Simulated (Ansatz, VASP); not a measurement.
## Two plane-wave programs on NiO

```xyz
2
Lattice="2.7644 0.0000 0.0000 -1.3822 2.3940 0.0000 0.0000 0.0000 2.6979" Properties=species:S:1:pos:R:3 pbc="T T T"
Ni    0.0000    0.0000    0.0000
O     1.3822    0.7980    1.3489
```

Change from the starting cell: volume scaled by 0.98.

Alike in both runs: task single point; functional PBE; k mesh 11 × 11 × 10; occupations fermi-dirac, width 0.05 eV; collinear spin, ferromagnetic start.

|  | VASP | Ansatz |
| --- | --- | --- |
| version | VASP 6.6.1 | Ansatz 0.2.0 |
| potentials or method | VASP PAW PBE potentials, release 64 (Ni, O) | Ansatz PAW |
| plane-wave cutoff (eV) | 520 | 420 |
| valence electrons in the cell | 16 | 24 |

VASP gave:

| Quantity | Value |
| --- | --- |
| gap on the k mesh at the Fermi level (eV) | none |
| pressure (GPa) | 8.9 |
| largest component of the traceless stress (GPa) | 1.89 |
| net moment per atom (μB) | 0.89 |
| size of the moment on the site where the two differ most (μB) | 1.35 |

Problem. What did Ansatz give for the same quantities?

Solution. gap on the k mesh at the Fermi level (eV): none; pressure (GPa): 9.3; largest component of the traceless stress (GPa): 1.62; net moment per atom (μB): 0.92; size of the moment on the site where the two differ most (μB): 1.39.

Site moments also hang on the region over which each program counts them. A gap of «none» marks a metal or a gap that the smearing closes. The two sets of potentials don't hold the same shells in valence.

Caveats: a cell with one magnetic atom can't hold antiferromagnetic order, which such compounds often take; semilocal functionals often make such compounds metallic where correlation or magnetic order opens a gap, which also shifts bond lengths; the pressure holds a Pulay correction of +0.8 GPa for the finite cutoff (Ansatz).
